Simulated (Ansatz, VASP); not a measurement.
## BiTe in VASP and in Ansatz

The input INCAR:

```
SYSTEM = BiTe
PREC = Accurate
ENCUT = 520
EDIFF = 1E-6
ISMEAR = -1
SIGMA = 0.08
LREAL = .FALSE.
LASPH = .TRUE.
NELM = 100
ALGO = Normal
ISIF = 2
LWAVE = .FALSE.
LCHARG = .FALSE.
GGA = PE
NBANDS = 18
```

File KPOINTS:

```
regular mesh
0
G
  10 10 10
  0 0 0
```

POSCAR

```
BiTe
1.0
    0.0000000000      3.2350000000      3.2350000000
    3.2350000000      0.0000000000      3.2350000000
    3.2350000000      3.2350000000      0.0000000000
Bi Te
1 1
Direct
    0.0000000000      0.0000000000      0.0000000000
    0.5000000000      0.5000000000      0.5000000000
```

Input for Ansatz:

```yaml
crystal:
  lattice:
    - [0.0, 3.235, 3.235]
    - [3.235, 0.0, 3.235]
    - [3.235, 3.235, 0.0]
  atoms:
    - { symbol: Bi, position: [0.0, 0.0, 0.0] }
    - { symbol: Te, position: [0.5, 0.5, 0.5] }
kpoints:
  mp_grid: { grid: [10, 10, 10] }
scf:
  occupations: { method: fermi_dirac, width: 0.08 }
hamiltonian:
  xc: pbe
  pseudopotentials: { kind: all_electron, lapw: { basis_error: 0.0005 } }
output:
  forces: true
  stress: true
  eigenvalues: true
basis:
  ecutwfc: 120
```

Alike in both runs: task single point; functional PBE; k mesh 10 × 10 × 10; occupations fermi-dirac, width 0.08 eV; no spin polarisation.

|  | VASP | Ansatz |
| --- | --- | --- |
| version | VASP 6.6.1 | Ansatz 0.2.0 |
| potentials or method | VASP PAW PBE potentials, release 64 (Bi_d, Te) | all-electron LAPW, scalar-relativistic |
| plane-wave cutoff (eV) | 520 | see its input |

|  | VASP | Ansatz | Ansatz less VASP |
| --- | --- | --- | --- |
| pressure (GPa) | 0.7 | 0.9 | +0.14 |

Ansatz ran all-electron here, so the differences hold the error of VASP's frozen core and of both bases.

Caveats: spin-orbit coupling is left out, which moves the levels of the heavy elements.
